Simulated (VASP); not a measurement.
Input of a VASP 6.6.1 run:

File INCAR:

```
PREC = Accurate
ENCUT = 600
EDIFF = 1E-6
ISMEAR = -1
SIGMA = 0.05
LREAL = F
LASPH = T
NELM = 60
ALGO = Normal
ISIF = 3
LWAVE = F
LCHARG = F
GGA = ML
LUSE_VDW = T
AGGAC = 0.0
ZAB_VDW = -1.8867
IBRION = 2
NSW = 60
EDIFFG = -0.01
```

KPOINTS

```
regular mesh
0
Gamma
  7 7 7
```

POSCAR

```
NaI
1.0
    0.0000000000      3.2364000000      3.2364000000
    3.2364000000      0.0000000000      3.2364000000
    3.2364000000      3.2364000000      0.0000000000
I Na
1 1
Direct
    0.5000000000      0.5000000000      0.5000000000
    0.0000000000      0.0000000000      0.0000000000
```

Potentials or basis: VASP PAW PBE potentials, release 64 (I, Na_pv).

Command:

```sh
$ cat potpaw_PBE.64/I/POTCAR potpaw_PBE.64/Na_pv/POTCAR > POTCAR
$ mpirun -np 1 vasp_std > vasp.out
```

(1) Predict the relaxed volume.

(2) Predict the space group after relaxing (to 0.05 Å).

Results:

(1) 35.44 Å³/atom.

(2) Fm-3m (No. 225).

Caveat: the PAW data sets were made with another functional, which shifts forces and pressure a little.
